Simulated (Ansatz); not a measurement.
# WS2: element swaps in one structure

What happens to the structure of WS2 under S → O, W → Cr; S → Se? Each swap replaces an element on all its sites; cell and atoms are relaxed again.

Computed with Ansatz 0.2.0 (DFT PBEsol, scalar-relativistic, plane waves, PAW, unless a step's input says otherwise).

2 further runs of the same task are left out: 2 set aside as unsound or not needed.

## Step 1: The structure to begin with

The structure is hexagonal, space group P-6m2 (No. 187). Conventional cell: a = 3.146 Å, b = 3.146 Å, c = 16.953 Å, α = 90.00°, β = 90.00°, γ = 120.00°. Around W (site symmetry -6m2) lie 6 S at 2.40 Å. S (site symmetry 3m) is surrounded by 3 W at 2.40 Å.

As a file:

```
W S
1.0
     3.14578    0.00000    0.00000
    -1.57289    2.72432    0.00000
     0.00000    0.00000   16.95342
W S
1 2
Direct
  0.33333 0.66667 0.00000
  0.66667 0.33333 0.90758
  0.66667 0.33333 0.09242
```

It goes back to an entry of the Materials Project, which need not be the stable form.

This cell was relaxed beforehand with the same method: volume 48.43 Å³/atom, gap on the mesh 1.94 eV.

## Step 2: Seeking the band edges

File input.yaml:

```yaml
crystal:
  lattice:
    - [3.1457762203, 0.0, 0.0]
    - [-1.5728881102, 2.7243221214, 0.0]
    - [0.0, 0.0, 16.9534210188]
  atoms:
    - { symbol: W, position: [0.3333333333, 0.6666666667, 0.0] }
    - { symbol: S, position: [0.6666666667, 0.3333333333, 0.9075761485] }
    - { symbol: S, position: [0.6666666667, 0.3333333333, 0.0924238515] }
basis:
  ecutwfc: 420
kpoints:
  mp_grid: { grid: [12, 12, 2] }
  band_path: { path: [VBM, CBM], npoints: 2 }
hamiltonian:
  xc: pbesol
scf:
  occupations: { method: gaussian, width: 0.02 }
output:
  forces: true
  stress: true
  eigenvalues: true
checkpoint:
  read: start.run
  write: ck
  compress: false
  write_wavefunctions: false
  write_every: 100000
```

The run is started by

```
$ ansatz run input.yaml --threads 1 --pin off --max-ram 2560MiB --backend cpu --events-out ev --progress --plain --runs-dir out
```

Further runs follow: a first look at the start (CrO2); rough relaxation on the coarse mesh (CrO2); relaxing cell and atoms (CrO2); band edges over the zone (CrO2); a first look at the start (WSe2); relaxing cell and atoms (WSe2); seeking the band edges (WSe2).

Before running it: what results should come out? Wanted: S → O, W → Cr; S → Se.

**Answer**, as computed:

| quantity | value |
| --- | --- |
| S → O, W → Cr (CrO2) | 26.47 Å³/atom, gap 0.49 eV, ΔH_f -1.86 eV/atom |
| S → Se (WSe2) | 55.12 Å³/atom, gap 1.68 eV, ΔH_f -0.58 eV/atom |

**Reading.** Per atom and against the relaxed parent, WSe2 is the largest of the new crystals (+13.8 %) and CrO2 the smallest (-45.3 %). All keep a gap; it moves most in CrO2, from 1.94 to 0.49 eV. CrO2 has the lowest formation energy in this structure (-1.86 eV/atom). A negative value alone does not show stability: other structures and competing compounds were not computed. Starting moments were lost in some runs. These runs have no spin-orbit coupling; with W it would split and shift bands. The cell holds empty space of several Å, a single layer or slab in vacuum, so volume, pressure and the long edge depend on that space.
